**Question: Why does the pressure rise whichever way I push the Ti layers in TiAl?**

I have r2SCAN results for a layered form of TiAl in which the Ti atoms move together along c while the Al atoms and the cell stay put.

TiAl (P-6m2, 2 atoms a cell, a = 2.867 Å, c = 4.678 Å, not relaxed at this level), with Ti moved along c and Al and the cell fixed. Ansatz 0.2.0, plane-wave PAW, scalar-relativistic r2SCAN, no spin polarisation, 500 eV cutoff, 21×21×10 k mesh, 0.15 eV Gaussian smearing. Energies are free energies relative to the undisturbed cell; pressure is positive in compression.

| displacement (Å) | energy change (eV a cell) | force along direction (eV/Å summed over the moved atoms) | pressure (GPa) |
| --- | --- | --- | --- |
| -0.2 | 0.148 | 1.507 | 0.87 |
| -0.1 | 0.037 | 0.736 | -0.59 |
| 0 | 0.000 | 0.000 | -1.08 |
| 0.05 | 0.009 | -0.366 | -0.96 |
| 0.15 | 0.083 | -1.115 | 0.01 |

The energy looks like a plain parabola, but the pressure puzzles me. It starts negative, rises for displacements of either sign and is almost zero at 0.15 Å. Is that point the relaxed structure? And why do the two sides look unequal?

**Answer**

Two magnitudes are worth remembering. Shifting the Ti layers by 0.1 Å costs about 0.04 eV a cell and adds about half a gigapascal of pressure. Doubling the shift makes both roughly four times larger. Energy and added pressure therefore both follow the square of the displacement closely. Symmetry accounts for the square, and the Ti–Al contacts give a simple picture of why the pressure rises rather than falls.

Each Ti layer lies midway between two Al layers, and each Ti atom has three Al neighbours above and three below. When Ti moves up, the upper three contacts shorten and the lower three lengthen. The short ones push Ti back and the long ones pull it back, so both sets of forces act towards the middle. Symmetry alone makes the force vanish at the centre, but it would do so at the top of a barrier too. The rising energy on both sides shows that this centre is a minimum for the motion.

The same symmetry settles your last question. The undisturbed crystal has a mirror plane through the Ti layer, so a shift up and an equal shift down are equivalent. Your two sides look unequal because they were sampled at different distances, with 0.2 Å on one side and 0.15 Å on the other.

For the pressure, the pushes and pulls have to be compared. In the restoring force they add, but in the pressure they oppose each other: a compressed contact tries to expand the cell, and a stretched one tries to shrink it. To first order in the displacement these effects cancel. What remains grows as the square, and its sign depends on how much harder the short contacts push than the long ones pull.

A simple model makes this concrete. Let six springs join Ti and Al in each cell, relaxed at the undisturbed contact length $r_0$, and let them stiffen exponentially as they shorten. A contact of length $r$ then pulls with the force

$$f(r)=k_b\,\rho\left[1-e^{-(r-r_0)/\rho}\right],$$

where $k_b$ is the spring constant at $r_0$ and $\rho$ is the length over which stiffness decays. A negative $f$ is a push.

The two constants come from the table. A linear and a cubic term fitted to the forces of all five rows give a curvature of 7.3 eV/Å² at the centre. Six contacts inclined to the c axis share it, which makes $k_b$ about 1.83 eV/Å² each. A constant and a quadratic term fitted to the five pressures then set $\rho$ at about 0.265 Å. A contact shortened by 0.1 Å is thus roughly half as stiff again.

Take the row at −0.2 Å, which was part of both fits. Three contacts shorten by 0.161 Å to 2.705 Å, and three lengthen by 0.165 Å to 3.031 Å. The changes in length are nearly equal, but the formula gives a push of 0.404 eV/Å for each short contact and a pull of only 0.225 eV/Å for each long one.

The pressure of such springs is the sum of push times length over all six contacts, divided by three times the cell volume $V$. With three contacts of each kind and $V = 2\times16.65$ Å³, the added pressure is

$$\Delta P=\frac{2.705\times0.404-3.031\times0.225}{33.3}\ \text{eV/Å}^3\approx 2.0\ \text{GPa}.$$

The r2SCAN pressures in the table rise by 1.95 GPa. This agreement was to be expected, since the pressures set $\rho$. The comparison with springs of constant stiffness tells more: for them the pressure would *fall* by about 0.6 GPa, because the stretched contacts are longer and weigh more in the sum. Within this picture, the pressure rises because contacts stiffen as they shorten and soften as they lengthen.

The force offers a more independent test. With the exponential law, the short contacts gain more stiffness than the long ones lose, which should also make the well slightly steeper than a parabola. Force divided by displacement does grow, by 3.2 % between the centre and 0.2 Å. The model gives 4.3 %, so it has the right trend but overdoes it, while constant springs give almost no change. The model also puts somewhat too little of the added stress along c and too much in the plane. A metal is not held together by pair springs alone, and its shared electrons may account for these differences, though I have not tested that. The constants are best read as effective ones.

As for the negative starting pressure, it has nothing to do with moving Ti. The cell was not relaxed at this level of theory. At −1.08 GPa it is under tension and would shrink if allowed to, mainly along c. The displacement adds its positive pressure to this offset, and the sum happens to pass through zero near 0.15 Å.

So that point is not the relaxed structure. Its energy is 0.083 eV above the centre, and a force of more than 1 eV/Å drives Ti back. Even the stress has not vanished: the cell is squeezed by about 0.2 GPa in the plane and stretched by about 0.4 GPa along c, and the average hides both. If you want a relaxed cell, leave Ti in the middle and let the cell edges adjust until each stress component is zero.

The pressure also tells you how the well would change in a slightly different cell. Pressure measures how the energy responds to volume, so a displaced crystal with extra pressure gains extra energy when squeezed. Allowing for the displacement shrinking along with the cell, 1 % less volume at constant shape raises the curvature by about 3.4 %. Compression should therefore hold Ti more firmly in the middle.

All this concerns one motion, with whole Ti layers moving in step along c. A well for that motion does not establish that the crystal is stable against other vibrations, or against changing into the tetragonal structure that TiAl usually adopts. The printed analysis below compares both kinds of spring with every row.

Output of the analysis:

```
fit of force_along_direction on 5 rows: coefficient of displacement -7.303 +/- 0.00088, coefficient of displacement**3 -5.805 +/- 0.027; rms 7.11e-05, worst 0.05 0.000136, leave-one-out rms 0.000121
fit of pressure on 5 rows: constant -1.081 +/- 0.0025, coefficient of m**2 48.71 +/- 0.12; rms 0.00309, worst 0.15 0.00534, leave-one-out rms 0.00583
Contacts (Å) and energy (eV) and force over displacement (eV/Å², fitted limit at 0) and pressure rise (GPa):
   row  short   long  parabola  F/x computed  F/x stiffening springs  F/x plain springs  dP computed  dP stiffening springs  dP plain springs
  -0.2  2.705  3.031    0.1461         7.535                   7.617              7.282         1.95                   1.98           -0.5855
  -0.1  2.784  2.948   0.03651          7.36                   7.381              7.298         0.49                 0.4891           -0.1464
   0.0  2.865  2.865         0         7.303                   7.303              7.303            0                      0                 0
  0.05  2.825  2.906  0.009128          7.32                   7.322              7.301         0.12                 0.1219          -0.03661
  0.15  2.744  2.989   0.08216         7.433                   7.479              7.291         1.09                  1.106           -0.3294
Curvature of the well at zero displacement (eV/Å²): 7.303
Spring constant of one Ti–Al contact in the model (eV/Å²): 1.827
Decay length of the spring constant in the model (Å): 0.2648
Hardening of force over displacement at 0.2 Å, computed (%): 3.18
Hardening at 0.2 Å, stiffening springs (%): 4.303
Hardening at 0.2 Å, plain springs (%): -0.2849
Energy at 0.2 Å over energy at 0.1 Å: 4
Displacement at which the fitted pressure passes zero (Å): 0.1489
Rise of the curvature for 1 % less volume at constant shape (%): 3.439
Rise of mean Ti–Al contact length at 0.2 Å (Å): 0.002336
Rise of stress along c at 0.2 Å, computed (GPa): 3.346
Rise of stress along c at 0.2 Å, stiffening springs (GPa): 2.964
Rise of stress in the plane at 0.2 Å, computed (GPa): 1.25
Rise of stress in the plane at 0.2 Å, stiffening springs (GPa): 1.487
```
